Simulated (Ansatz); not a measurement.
**TePb: the band gap up the ladder of functionals**

The task here is to estimate one member of a computed series from the others.

The runs shown are made with Ansatz 0.2.0. PAW datasets, plane waves. The values are computed, spin-unpolarised, and not measurements.

## Starting point

The cell was relaxed beforehand with r2SCAN.

Space group Fm-3m (No. 225), cubic; conventional cell a = 6.536 Å, 34.90 Å³ an atom. Te has 6 Pb at 3.27 Å; Pb has 6 Te at 3.27 Å.

Structure file:

```cif
data_structure
_symmetry_space_group_name_H-M 'P 1'
_symmetry_Int_Tables_number 1
_cell_length_a 4.6214
_cell_length_b 4.6214
_cell_length_c 4.6214
_cell_angle_alpha 60.000
_cell_angle_beta 60.000
_cell_angle_gamma 60.000
_cell_volume 69.79
loop_
_atom_site_label
_atom_site_type_symbol
_atom_site_fract_x
_atom_site_fract_y
_atom_site_fract_z
_atom_site_occupancy
Te1 Te 0.50000 0.50000 0.50000 1
Pb1 Pb 0.00000 0.00000 0.00000 1
```

The first run:

input.yaml reads:

```yaml
crystal:
  lattice:
    - [0.0, 3.2678555438, 3.2678555438]
    - [3.2678555438, 0.0, 3.2678555438]
    - [3.2678555438, 3.2678555438, 0.0]
  atoms:
    - { symbol: Te, position: [0.5, 0.5, 0.5] }
    - { symbol: Pb, position: [0.0, 0.0, 0.0] }
kpoints:
  mp_grid: { grid: [8, 8, 8] }
  band_path:
    path:
      - [[0.0, 0.0, 0.0], [0.5, 2.887109235604e-17, 0.5], [0.625, 0.25, 0.625]]
      - [[0.375, 0.375, 0.75], [0.0, 0.0, 0.0], [0.5, 0.5, 0.5], [0.5, 0.25, 0.75], [0.5, 2.887109235604e-17, 0.5]]
    npoints: 10
hamiltonian:
  xc: pbe
scf:
  occupations: { method: fermi_dirac, width: 0.02 }
  n_extra_bands: 4
output:
  forces: true
  stress: true
  eigenvalues: true
  write_density: true
  write_potential: true
  elf: true
  volumetric_format: npy
```

Run with:

```
ansatz run input.yaml --threads 2 --pin off --max-ram 2211MiB --backend cpu --events-out ev --progress --plain --runs-dir out
```

Among the steps run: PBE bands along the symmetry lines; r2SCAN at the same geometry; HSE06; PBE+SOC at the same geometry; Single point with PBE0; Single point with LDA; Quasiparticle levels, G0W0@PBE; Single point with DDH-PBE0; HSE06+SOC at the same geometry; Hartree-Fock; r2SCANh.

One table of the session follows, with a row left open; its other results are not shown here.

```
                     level  gap (eV)
                       PBE      0.80
                    r2SCAN      1.09
                     HSE06      1.20
                   PBE+SOC      0.02
                      PBE0      1.75
                       LDA         ?
G0W0@PBE (208 empty bands)      1.02
G0W0@PBE (517 empty bands)      1.11
                  DDH-PBE0      0.93
                 HSE06+SOC      0.27
              Hartree-Fock      5.41
                   r2SCANh      1.43
```

**Question.** Estimate the row for LDA.

As computed: gap (eV): 0.71. In the column «gap (eV)» it lies between HSE06+SOC (0.27) and PBE (0.80).

Meshes: PBE 8×8×8, r2SCAN 8×8×8, HSE06 6×6×6, PBE+SOC 8×8×8, PBE0 6×6×6, LDA 8×8×8, DDH-PBE0 6×6×6, HSE06+SOC 4×4×4, Hartree-Fock 6×6×6, r2SCANh 6×6×6

To keep in mind: G0W0 here is at a finite number of bands, screening cutoff and k mesh, not at the basis limit. Warnings in the runs' records: stress scf threshold loose, stress exchange threshold loose.
